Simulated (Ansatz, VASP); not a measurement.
Two plane-wave programs on Pt

```
CELL_PARAMETERS angstrom
-1.58422 1.58422 1.55254
1.58422 -1.58422 1.55254
1.58422 1.58422 -1.55254
ATOMIC_POSITIONS crystal
Pt 0.00000 0.00000 0.00000
```

Change from the starting cell: strain -0.0200 x Voigt [0, 0, 1, 0, 0, 0], atoms carried along.

Alike in both runs: task single point; functional PBEsol; k mesh 22 × 22 × 22; occupations gaussian, width 0.15 eV; no spin polarisation.

|  | VASP | Ansatz |
| --- | --- | --- |
| version | VASP 6.6.1 | Ansatz 0.2.0 |
| potentials or method | VASP PAW PBE potentials, release 64 (Pt) | scalar-relativistic, plane waves, PAW |
| plane-wave cutoff (eV) | 520 | 420 |
| valence electrons in the cell | 10 | 18 |

```tsv
	VASP	Ansatz	Ansatz less VASP
gap on the k mesh at the Fermi level (eV)	none	none	-
pressure (GPa)	-6.7	-6.3	+0.37
largest component of the traceless stress (GPa)	1.46	1.46	+0.001
```

A gap of «none» marks a metal or a gap that the smearing closes. The two sets of potentials don't hold the same shells in valence.

Caveats: the PAW data sets were made with another functional, which shifts forces and pressure a little (VASP). The runs have no spin-orbit coupling, so splittings on Pt are missing.
